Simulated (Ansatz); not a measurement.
Crystal: In.

```
In
1.0
    -1.88253    1.88253    1.88253
     1.88253   -1.88253    1.88253
     1.88253    1.88253   -1.88253
In
1
Cartesian
  0.0000 0.0000 0.0000
```

This isn't the form of In at room conditions, which is tetragonal.

| Property | Result |
| --- | --- |
| Program | Ansatz 0.2.0 |
| Task | relaxation of cell and atoms |
| Functional | PBEsol |
| Potentials or basis | Ansatz PAW |
| Cutoff | 420 eV (not typed: the program's choice for these potentials) |
| k mesh | 10 × 10 × 10 |
| Occupations | fermi-dirac, width 0.05 eV |
| Spin | no spin polarisation |

At the start: volume 26.69 Å³/atom.

**Question.** How do energy, volume and symmetry change on relaxing?

**Answer.** It ends after 4 steps and the volume is 25.76 Å³/atom (-3.5 %); space group Im-3m (No. 229, to 0.05 Å).

The path:
```tsv
step	energy change (eV)	largest force (eV/Å)	volume (Å³)
1	0.0000	0.0000	26.69
2	-0.0040	0.0000	25.93
3	-0.0042	0.0000	25.76
4	-0.0039	0.0000	25.76
```

Final structure:
```
In
1.0
    -1.86050    1.86050    1.86050
     1.86050   -1.86050    1.86050
     1.86050    1.86050   -1.86050
In
1
Direct
  0.00000 0.00000 0.00000
```

Caveat: the plane-wave basis is chosen anew once the cell has moved, so the energies of steps on either side of that aren't comparable; the PAW data sets come from PBE, with cores solved anew for the run's functional, which leaves a small shift of forces and pressure.
